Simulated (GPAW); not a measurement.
P:

```
P
1.0
     2.42469    0.00000    0.00000
     0.00000    2.43854    0.00000
    -0.02031    0.00000    4.85243
P
2
Cartesian
  -0.0152 0.0000 3.6365
  2.4196 0.0000 1.2159
```

This isn't the form of P at room conditions, which is orthorhombic.

Base run:

```yaml
Program: GPAW 26.7.0
Functional: LDA
Potentials_or_basis: the program's PAW data sets (release 1.2.1) made for this functional
Cutoff: 600 eV
Basis: pw
k_mesh: 11 × 11 × 6
Occupations: gaussian, width 0.05 eV
Spin: no spin polarisation
```

Its results: band gap on the k mesh none (metal or under the smearing width); pressure -2.4 GPa; largest force 0.010 eV/Å.

**Question.** The run is repeated on the same cell with these changes: functional from LDA to RPBE; occupations from gaussian, width 0.05 eV to gaussian, width 0.02 eV. What comes out?

**Answer.** Band gap on the k mesh none (metal or under the smearing width); pressure 4.3 GPa; largest force 0.024 eV/Å.
